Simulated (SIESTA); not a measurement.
BeS:

```
S Be
1.0
     0.00000    2.42500    2.42500
     2.42500    0.00000    2.42500
     2.42500    2.42500    0.00000
S Be
1 1
Direct
  0.75000 0.75000 0.75000
  0.00000 0.00000 0.00000
```

Base run:

```yaml
Program: SIESTA 5.4.2
Functional: RPBE
Potentials_or_basis: PseudoDojo 0.4 standard (PBE files)
Basis: DZP (energy shift 0.003 Ry; two zetas on semicore shells)
Grid_cutoff: 800 Ry
Energy_shift: 0.003 Ry
k_mesh: 9 × 9 × 9
Occupations: fermi-dirac, width 0.05 eV
Spin: no spin polarisation
```

Its results: band gap on the k mesh 3.24 eV, indirect (least direct gap 5.56 eV); pressure 4.1 GPa.

Q: The run is repeated on the same cell with these changes: functional from RPBE to PBE. What comes out?

A: Band gap on the k mesh 3.16 eV, indirect (least direct gap 5.49 eV); pressure 1.9 GPa.

PBE binds more tightly than RPBE, so the same cell stands under less pressure.

Caveats: short orbitals over semicore shells can move pressures by several GPa; the mesh misses the band edges, which the band path finds closer together; the basis of atomic orbitals isn't converged, which shifts pressures, moduli and gaps; the potentials were made for another functional, which shifts forces and pressure (some runs).
